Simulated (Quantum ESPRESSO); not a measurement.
**Commensurate spirals of CoO**

This program has no spiral boundary conditions, so spirals of CoO are built in supercells. What do they cost, in energy and in time?

Program: Quantum ESPRESSO 7.5. Level of theory: LDA with U = 2.8 eV on Co d (ortho-atomic projectors); plane waves with GBRV 1.5 LDA potentials, no spin-orbit coupling, flat spiral in a supercell. Results are calculated unless marked as measured.

## Step 1: Starting point

Symmetry: R-3m, No. 166, trigonal system. Conventional cell: a = 3.011 Å, b = 3.011 Å, c = 7.320 Å, α = 90.00°, β = 90.00°, γ = 120.00°. Co has 6 O at 2.12 Å nearest. O has 6 Co at 2.12 Å nearest. Farther neighbours and most contacts between anions are not listed.

As a file:

```cif
data_structure
_symmetry_space_group_name_H-M 'R-3m:H'
_symmetry_Int_Tables_number 166
_cell_length_a 3.0109
_cell_length_b 3.0109
_cell_length_c 7.3198
_cell_angle_alpha 90.000
_cell_angle_beta 90.000
_cell_angle_gamma 120.000
_cell_volume 57.47
loop_
_atom_site_label
_atom_site_type_symbol
_atom_site_symmetry_multiplicity
_atom_site_Wyckoff_symbol
_atom_site_fract_x
_atom_site_fract_y
_atom_site_fract_z
_atom_site_occupancy
Co1 Co 3 a 0.00000 0.00000 0.00000 1
O1 O 3 b 0.33333 0.66667 0.16667 1
```

The cell comes from Materials Project 2023-11-01, a database of computed structures, and need not be the stable phase.

## Step 2: Parallel moments, one cell

Contents of pw.in:

```
&CONTROL
  calculation = 'scf'
  prefix = 'pwscf'
  outdir = './tmp'
  pseudo_dir = './pseudo'
  disk_io = 'nowf'
/
&SYSTEM
  ibrav = 0
  nat = 2
  ntyp = 2
  ecutwfc = 34
  ecutrho = 238
  nbnd = 36
  occupations = 'smearing'
  smearing = 'fd'
  degauss = 0.00999582
  noncolin = .true.
  starting_magnetization(1) = 0.1765
  angle1(1) = 90
  angle2(1) = 0
  starting_magnetization(2) = 0
/
&ELECTRONS
  conv_thr = 2d-08
  electron_maxstep = 150
  mixing_beta = 0.3
/
ATOMIC_SPECIES
Co     58.9332 co_lda_v1.2.uspp.F.UPF
O      15.9990 o_lda_v1.2.uspp.F.UPF
CELL_PARAMETERS angstrom
   1.5054695445    0.8691832468    2.4399269062
  -1.5054695445    0.8691832468    2.4399269062
   0.0000000000   -1.7383664936    2.4399269062
ATOMIC_POSITIONS crystal
Co      0.0000000000    0.0000000000    0.0000000000
O       0.5000000000    0.5000000000    0.5000000000
K_POINTS automatic
6 6 12 0 0 0
HUBBARD {ortho-atomic}
U Co-3d 2.8000
```

Started as:

```console
$ OMP_NUM_THREADS=1 mpirun -n 4 pw.x -nk 4 -in pw.in > pw.out
```

The log of the run:

```text
Program PWSCF v.7.5 starts

     Message from routine setup:
     using ibrav=0 with symmetry is DISCOURAGED, use correct ibrav instead

     K-points division:     npool     =       4
     Subspace diagonalization in iterative solution of the eigenvalue problem:

     G-vector sticks info
     --------------------
     sticks:   dense  smooth     PW     G-vecs:    dense   smooth      PW
     Sum         517     301    109                 7955     3479     749

     Using Slab Decomposition

     bravais-lattice index     =            0
     lattice parameter (alat)  =       5.6613  a.u.
     unit-cell volume          =     129.2730 (a.u.)^3
     number of atoms/cell      =            2
     number of atomic types    =            2
     number of electrons       =        23.00
     number of Kohn-Sham states=           36
     kinetic-energy cutoff     =      34.0000  Ry
     charge density cutoff     =     238.0000  Ry
     scf convergence threshold =      2.0E-08
     mixing beta               =       0.3000
     number of iterations used =            8  plain     mixing
     Exchange-correlation= SLA  PZ   NOGX NOGC
                           (   1   1   0   0   0   0   0)
     Noncollinear calculation without spin-orbit

     Hubbard projectors: ortho-atomic
     Hubbard parameters of DFT+U (Dudarev formulation) in eV:
     U(Co-3d) =  2.8000

     Internal variables: lda_plus_u =T, lda_plus_u_kind = 0

     Internal variables: orbital_resolved =F, hub_pot_fix =F, apply_U = F

     celldm(1)=   5.661350  celldm(2)=   0.000000  celldm(3)=   0.000000
     celldm(4)=   0.000000  celldm(5)=   0.000000  celldm(6)=   0.000000

     crystal axes: (cart. coord. in units of alat)
               a(1) = (   0.502517   0.290128   0.814434 )
               a(2) = (  -0.502517   0.290128   0.814434 )
               a(3) = (   0.000000  -0.580257   0.814434 )

     reciprocal axes: (cart. coord. in units 2 pi/alat)
               b(1) = (  0.994991  0.574458  0.409282 )
               b(2) = ( -0.994991  0.574458  0.409282 )
               b(3) = (  0.000000 -1.148917  0.409282 )

     PseudoPot. # 1 for Co read from file:
     co_lda_v1.2.uspp.F.UPF
     Pseudo is Ultrasoft + core correction, Zval = 17.0
     Generated by new atomic code, or converted to UPF format
     Using radial grid of  863 points,  6 beta functions with:
                l(1) =   0
                l(2) =   0
                l(3) =   1
                l(4) =   1
                l(5) =   2
                l(6) =   2
     Q(r) pseudized with  8 coefficients,  rinner =    1.200   1.200   1.200
                                                       1.200   1.200

     PseudoPot. # 2 for O  read from file:
     o_lda_v1.2.uspp.F.UPF
     Pseudo is Ultrasoft + core correction, Zval =  6.0
     Generated by new atomic code, or converted to UPF format
     Using radial grid of  737 points,  5 beta functions with:
                l(1) =   0
                l(2) =   0
                l(3) =   1
                l(4) =   1
                l(5) =   2
     Q(r) pseudized with  8 coefficients,  rinner =    0.900   0.900   0.900
                                                       0.900   0.900

     atomic species   valence    mass     pseudopotential
     Co               17.00    58.93320     Co( 1.00)
     O                 6.00    15.99900     O ( 1.00)

      4 Sym. Ops., with inversion, found

   Cartesian axes

     site n.     atom                  positions (alat units)
         1        Co     tau(   1) = (   0.0000000   0.0000000   0.0000000  )
         2        O      tau(   2) = (   0.0000000   0.0000000   1.2216504  )

     number of k points=   239  Fermi-Dirac smearing, width (Ry)=  0.0100

     Number of k-points >= 100: set verbosity='high' to print them.

     Dense  grid:     7955 G-vectors     FFT dimensions: (  27,  27,  27)

     Smooth grid:     3479 G-vectors     FFT dimensions: (  24,  24,  24)

     Check: negative core charge=   -0.000023
     Generating pointlists ...
     new r_m :   0.2924 (alat units)  1.6555 (a.u.) for type    1
     new r_m :   0.2924 (alat units)  1.6555 (a.u.) for type    2

     Initial potential from superposition of free atoms

     starting charge      22.0000, renormalised to      23.0000

     STARTING HUBBARD OCCUPATIONS:

     ================= HUBBARD OCCUPATIONS ================
     ------------------------ ATOM    1 ------------------------
     Tr[ns(  1)] (up, down, total) =   3.50000  3.50000  7.00000
     [... lines left out ...]
     Atomic magnetic moment mx, my, mz =     3.000000    0.000000    0.000000

     Number of occupied Hubbard levels =    7.0000

 ==============================================================================
     atom number    1 relative position :    0.0000   0.0000   0.0000
     charge :    15.165633  (integrated on a sphere of radius 0.292)
     magnetization :          2.658907    0.000000    0.000000
     magnetization/charge:    0.175324    0.000000    0.000000
     polar coord.: r, theta, phi [deg] :     2.658907   90.000000    0.000000

 ==============================================================================

 ==============================================================================
     atom number    2 relative position :    0.0000   0.0000   1.2217
     charge :     5.490979  (integrated on a sphere of radius 0.292)
     magnetization :          0.039154    0.000000    0.000000
     magnetization/charge:    0.007131    0.000000    0.000000
     polar coord.: r, theta, phi [deg] :     0.039154   90.000000    0.000000

 ==============================================================================

     Atomic wfc used for Hubbard projectors are orthogonalized

     Starting wfcs are   34 randomized atomic wfcs +    2 random wfcs

     Self-consistent Calculation

     iteration #  1     ecut=    34.00 Ry     beta= 0.30
     Davidson diagonalization with overlap
     ethr =  1.00E-02,  avg # of iterations =  4.2

     ================= HUBBARD OCCUPATIONS ================
     ------------------------ ATOM    1 ------------------------
     Tr[ns(  1)] (up, down, total) =   2.79223  2.79223  5.58447
     [... lines left out ...]
     Atomic magnetic moment mx, my, mz =     3.604750   -0.000000    0.000000

     Number of occupied Hubbard levels =    5.5845

     total energy              =    -328.63285179 Ry
     estimated scf accuracy    <       6.06830874 Ry

     total magnetization       =     3.55    -0.00    -0.00 Bohr mag/cell
     absolute magnetization    =     3.63 Bohr mag/cell

     iteration #  2     ecut=    34.00 Ry     beta= 0.30
     Davidson diagonalization with overlap
     ethr =  1.00E-02,  avg # of iterations =  2.1

     total energy              =    -329.56090607 Ry
     estimated scf accuracy    <       5.60296390 Ry

     total magnetization       =     0.82     0.00     0.00 Bohr mag/cell
     absolute magnetization    =     0.86 Bohr mag/cell

     iteration #  3     ecut=    34.00 Ry     beta= 0.30
     Davidson diagonalization with overlap
     ethr =  1.00E-02,  avg # of iterations =  2.0

     total energy              =    -330.42078091 Ry
     estimated scf accuracy    <       0.21126296 Ry

     total magnetization       =     3.01    -0.00     0.00 Bohr mag/cell
     absolute magnetization    =     3.03 Bohr mag/cell

     [... further iterations left out ...]

     iteration # 14     ecut=    34.00 Ry     beta= 0.30
     Davidson diagonalization with overlap
     ethr =  2.15E-08,  avg # of iterations =  2.0

     total energy              =    -330.44258125 Ry
     estimated scf accuracy    <       0.00000063 Ry

     total magnetization       =     2.91     0.00    -0.00 Bohr mag/cell
     absolute magnetization    =     2.92 Bohr mag/cell

     iteration # 15     ecut=    34.00 Ry     beta= 0.30
     Davidson diagonalization with overlap
     ethr =  2.73E-09,  avg # of iterations =  2.0

     total energy              =    -330.44258140 Ry
     estimated scf accuracy    <       0.00000023 Ry

     total magnetization       =     2.91    -0.00    -0.00 Bohr mag/cell
     absolute magnetization    =     2.92 Bohr mag/cell

     iteration # 16     ecut=    34.00 Ry     beta= 0.30
     Davidson diagonalization with overlap
     ethr =  1.02E-09,  avg # of iterations =  2.0

     total energy              =    -330.44258141 Ry
     estimated scf accuracy    <       0.00000006 Ry

     total magnetization       =     2.91     0.00     0.00 Bohr mag/cell
     absolute magnetization    =     2.92 Bohr mag/cell

     iteration # 17     ecut=    34.00 Ry     beta= 0.30
     Davidson diagonalization with overlap
     ethr =  2.73E-10,  avg # of iterations =  1.0

 ==============================================================================
     atom number    1 relative position :    0.0000   0.0000   0.0000
     charge :    14.598180  (integrated on a sphere of radius 0.292)
     magnetization :          2.520629   -0.000000    0.000000
     magnetization/charge:    0.172667   -0.000000    0.000000
     polar coord.: r, theta, phi [deg] :     2.520629   90.000000   -0.000000

 ==============================================================================

 ==============================================================================
     atom number    2 relative position :    0.0000   0.0000   1.2217
     charge :     5.732260  (integrated on a sphere of radius 0.292)
     magnetization :          0.275642   -0.000000    0.000000
     magnetization/charge:    0.048086   -0.000000    0.000000
     polar coord.: r, theta, phi [deg] :     0.275642   90.000000   -0.000000

 ==============================================================================

     End of self-consistent calculation

     ================= HUBBARD OCCUPATIONS ================
     ------------------------ ATOM    1 ------------------------
     Tr[ns(  1)] (up, down, total) =   3.66428  3.66428  7.32856
     [... lines left out ...]
     Atomic magnetic moment mx, my, mz =     2.580873   -0.000000    0.000000

     Number of occupied Hubbard levels =    7.3286

     Number of k-points >= 100: set verbosity='high' to print the bands.

     the Fermi energy is    13.1594 ev

!    total energy              =    -330.44258144 Ry
     estimated scf accuracy    <          1.5E-09 Ry
     smearing contrib. (-TS)   =      -0.01300252 Ry
     internal energy E=F+TS    =    -330.42957892 Ry

     The total energy is F=E-TS. E is the sum of the following terms:
     one-electron contribution =    -181.80737554 Ry
     hartree contribution      =     104.04824784 Ry
     xc contribution           =     -39.42401037 Ry
     ewald contribution        =    -213.34335933 Ry
     Hubbard energy            =       0.09691848 Ry

     total magnetization       =     2.91     0.00     0.00 Bohr mag/cell
     absolute magnetization    =     2.92 Bohr mag/cell

     convergence has been achieved in  17 iterations

=------------------------------------------------------------------------------=
   JOB DONE.
=------------------------------------------------------------------------------=
```

Wall time 49 s (4 MPI ranks of Arm Neoverse V2, shared host); peak memory 0.39 GiB; 3.3 min of CPU time.

Spin moment in the atom's sphere by atom:

```
atom  x (μB)  y (μB)  z (μB)  size
 Co1    2.52    0.00    0.00  2.52
  O2    0.28    0.00    0.00  0.28
```

Read from the output:

```
smearing term TS       : 0.1769 eV
magnetization          : 2.907, 0, 0 μB
absolute magnetization : 2.924 μB
final state            : ferromagnetic
```

## Step 3: One turn in 2 cells along the input cell's c

Neighbouring cells are turned by 180° in the xy plane; the cell holds 4 atoms.

Contents of pw.in:

```
&CONTROL
  calculation = 'scf'
  prefix = 'pwscf'
  outdir = './tmp'
  pseudo_dir = './pseudo'
  disk_io = 'nowf'
/
&SYSTEM
  ibrav = 0
  nat = 4
  ntyp = 4
  ecutwfc = 34
  ecutrho = 238
  nbnd = 64
  occupations = 'smearing'
  smearing = 'fd'
  degauss = 0.00999582
  noncolin = .true.
  starting_magnetization(1) = 0.1765
  angle1(1) = 90
  angle2(1) = 0
  starting_magnetization(2) = 0.1765
  angle1(2) = 90
  angle2(2) = 180
  starting_magnetization(3) = 0
  starting_magnetization(4) = 0
/
&ELECTRONS
  conv_thr = 4d-08
  electron_maxstep = 150
  mixing_beta = 0.3
/
ATOMIC_SPECIES
Co1    58.9332 co_lda_v1.2.uspp.F.UPF
Co2    58.9332 co_lda_v1.2.uspp.F.UPF
O1     15.9990 o_lda_v1.2.uspp.F.UPF
O2     15.9990 o_lda_v1.2.uspp.F.UPF
CELL_PARAMETERS angstrom
   1.5054695445    0.8691832468    2.4399269062
  -1.5054695445    0.8691832468    2.4399269062
   0.0000000000   -3.4767329872    4.8798538124
ATOMIC_POSITIONS crystal
Co1     0.0000000000    0.0000000000    0.0000000000
Co2     0.0000000000    0.0000000000    0.5000000000
O1      0.5000000000    0.5000000000    0.2500000000
O2      0.5000000000    0.5000000000    0.7500000000
K_POINTS automatic
6 6 6 0 0 0
HUBBARD {ortho-atomic}
U Co1-3d 2.8000
U Co2-3d 2.8000
```

The log of the run:

```text
     [... lines left out ...]
Program PWSCF v.7.5 starts
     [... lines left out ...]
     number of atoms/cell      =            4
     [... lines left out ...]
     number of electrons       =        46.00
     number of Kohn-Sham states=           64
     kinetic-energy cutoff     =      34.0000  Ry
     charge density cutoff     =     238.0000  Ry
     scf convergence threshold =      4.0E-08
     [... lines left out ...]
     Noncollinear calculation without spin-orbit
     [... lines left out ...]
      2 Sym. Ops. (no inversion) found
     [... lines left out ...]
     number of k points=   126  Fermi-Dirac smearing, width (Ry)=  0.0100
     [... lines left out ...]
     iteration # 24     ecut=    34.00 Ry     beta= 0.30
     [... lines left out ...]
     atom number    1 relative position :    0.0000   0.0000   0.0000
     [... lines left out ...]
     magnetization :          2.473719    0.000000   -0.000000
     [... lines left out ...]
     atom number    2 relative position :    0.0000  -0.5803   0.8144
     [... lines left out ...]
     magnetization :         -2.473678   -0.000000   -0.000000
     [... lines left out ...]
     atom number    3 relative position :    0.0000   0.0000   1.2217
     [... lines left out ...]
     magnetization :          0.000001    0.000000   -0.000000
     [... lines left out ...]
     atom number    4 relative position :    0.0000  -0.5803   2.0361
     [... lines left out ...]
     magnetization :          0.000000    0.000000    0.000000
     [... lines left out ...]
     Tr[ns(  1)] (up, down, total) =   3.67408  3.67408  7.34815
     [... lines left out ...]
     Tr[ns(  2)] (up, down, total) =   3.67410  3.67410  7.34820
     [... lines left out ...]
     the Fermi energy is    13.1427 ev
!    total energy              =    -660.89504783 Ry
     estimated scf accuracy    <       0.00000001 Ry
     smearing contrib. (-TS)   =      -0.02475585 Ry
     [... lines left out ...]
     total magnetization       =     0.00     0.00    -0.00 Bohr mag/cell
     absolute magnetization    =     5.27 Bohr mag/cell
     convergence has been achieved in  24 iterations
```

The job ended after 2.4 min (4 MPI ranks; peak memory 0.61 GiB; 9.5 min of CPU time).

Spin moment in the atom's sphere by atom:

```
atom  x (μB)  y (μB)  z (μB)  size
 Co1    2.47    0.00    0.00  2.47
 Co2   -2.47    0.00    0.00  2.47
  O3    0.00    0.00    0.00  0.00
  O4    0.00    0.00    0.00  0.00
```

This step gave:

- smearing term TS: 0.3368 eV
- magnetization: 0, 0, 0 μB
- absolute magnetization: 5.273 μB
- final state: antiferromagnetic

[end of part 1 of 2]

[Logs and program files are shortened in this print: banners, set-up blocks, solver, clock and traceback lines can be left out without a mark of their own.]

[Logs are printed without paths, hosts, clocks, repeated set-up lines and the standing remarks that a program may print on its own settings, such as how far it seeks lower states.]

[Hosts, paths, dates, database ids (printed as entryN), source tags and the programs' standing remarks are cut or masked in the printed files.]

[Where a cell is said to come from a database of computed structures, the database is the Materials Project.]
